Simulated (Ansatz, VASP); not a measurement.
**CdS in VASP and in Ansatz**

```xyz
4
Lattice="4.1250 0.0000 0.0000 -2.0625 3.5724 0.0000 0.0000 0.0000 6.7081" Properties=species:S:1:pos:R:3 pbc="T T T"
Cd    0.0000    2.3816    0.0011
Cd    2.0625    1.1908    3.3551
S     0.0000    2.3816    2.5279
S     2.0625    1.1908    5.8819
```

Alike in both runs: task single point; functional PBEsol; k mesh 6 × 6 × 4; no spin polarisation.

|  | VASP | Ansatz |
| --- | --- | --- |
| version | VASP 6.6.1 | Ansatz 0.2.0 |
| potentials or method | VASP PAW PBE potentials, release 64 (Cd, S) | scalar-relativistic, plane waves, PAW |
| plane-wave cutoff (eV) | 520 | 420 |
| occupations | gaussian, width 0.01 eV | fixed |
| valence electrons in the cell | 36 | 52 |

|  | VASP | Ansatz | Ansatz less VASP |
| --- | --- | --- | --- |
| gap on the k mesh at the Fermi level (eV) | 1.10 | 1.09 | -0.006 |
| least direct gap on the mesh (eV) | 1.10 | 1.09 | -0.006 |

The two sets of potentials don't hold the same shells in valence. Ansatz warned: «pseudo_functional_mismatch».
